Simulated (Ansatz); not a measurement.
Runs of Ansatz 0.2.0 on As. Symmetry: Pm-3m, No. 221, cubic system. Conventional cell: a = 2.704 Å, b = 2.704 Å, c = 2.704 Å, α = 90.00°, β = 90.00°, γ = 90.00°. Around As (site symmetry m-3m) lie 6 As at 2.70 Å. This isn't the form of As at room conditions, which is rhombohedral.

```tsv
task	level	cell	cutoff (eV)	points for each segment of the path	gap on the mesh (eV)	pressure (GPa)	relaxed volume (Å³/atom)
relaxation of cell and atoms	PBEsol+D4	relaxed	420	-	none	0.0	(c)
relaxation of cell and atoms	BLYP	relaxed	420	-	none	0.0	(a)
relaxation of cell and atoms	revPBE	relaxed	420	-	none	0.0	20.57
relaxation of cell and atoms	PBEsol	relaxed	420	-	none	0.0	19.42
band structure	PBE	as given	420	14	none	(b)	-
relaxation of cell and atoms	r2SCAN	relaxed	500	-	none	0.0	19.73
relaxation of cell and atoms	RPBE	relaxed	420	-	none	0.0	20.69
relaxation of cell and atoms	PBEsol+D3(BJ)	relaxed	420	-	none	0.0	18.70
```

Alike in all rows: potentials or basis Ansatz PAW; no spin polarisation; k mesh 10 × 10 × 10; smearing fermi-dirac 0.05 eV.

Question: Fill in the values left out.

Answer: (a) 21.96; (b) 2.2; (c) 18.95.

Caveats: the plane-wave basis is chosen anew once the cell has moved, so the energies of steps on either side of that aren't comparable (some runs); the PAW data sets come from PBE, with cores solved anew for the run's functional, which leaves a small shift of forces and pressure (some runs); pairwise dispersion overbinds metals, which lowers pressure and volume (some runs).

A k mesh can miss the band edges, and the runs leave out spin-orbit coupling on As.

A gap of «none» marks a metal or a gap under the smearing width.
